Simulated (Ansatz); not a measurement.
# Kick test of a cell of MgS

The structure comes from a generated guess, relaxed at this level; another structure or a mixture of phases may lie lower.

The calculation used DFT PBE, scalar-relativistic, plane waves, PAW in Ansatz 0.2.0. Cutoff 420 eV; k points 4×4×6 on the computed 8-atom cell (Γ-centred); Gaussian smearing, width 0.02 eV; no spin polarisation.

The cell below (8 atoms, space group P4_2/mnm (No. 136)) is relaxed within its symmetry.

```yaml
crystal:
  lattice:
    - [6.87732, 0.00000, 0.00000]
    - [0.00000, 6.87732, 0.00000]
    - [0.00000, 0.00000, 4.07982]
  atoms:
    - { symbol: Mg, position: [0.67324, 0.67324, 0.00000] }
    - { symbol: Mg, position: [0.82676, 0.17324, 0.50000] }
    - { symbol: Mg, position: [0.32676, 0.32676, 0.00000] }
    - { symbol: Mg, position: [0.17324, 0.82676, 0.50000] }
    - { symbol: S, position: [0.81222, 0.81222, 0.50000] }
    - { symbol: S, position: [0.68778, 0.31222, 0.00000] }
    - { symbol: S, position: [0.18778, 0.18778, 0.50000] }
    - { symbol: S, position: [0.31222, 0.68778, 0.00000] }
```

For the test it was strained at random (σ = 1.5 % a component), the atoms were moved at random (σ = 0.05 Å), and all was relaxed again on a coarse 4×2×2 mesh (in the run’s order of axes) with 0.10 eV smearing, with no symmetry imposed.

Question: Does it come back?

Answer: It returns, within 1 meV/atom of the unmoved cell on that mesh and with the same symmetry when read at 0.1 Å (P2_1/c at 0.01 Å, so small strains and shifts remain). So it is stable against the distortions that fit this cell and that this random move excites. Modes that don't fit the cell aren't tested. Another cell of MgS relaxed alike, in Fm-3m, lies 29 meV/atom lower, so this cell isn't the stable form at this level.
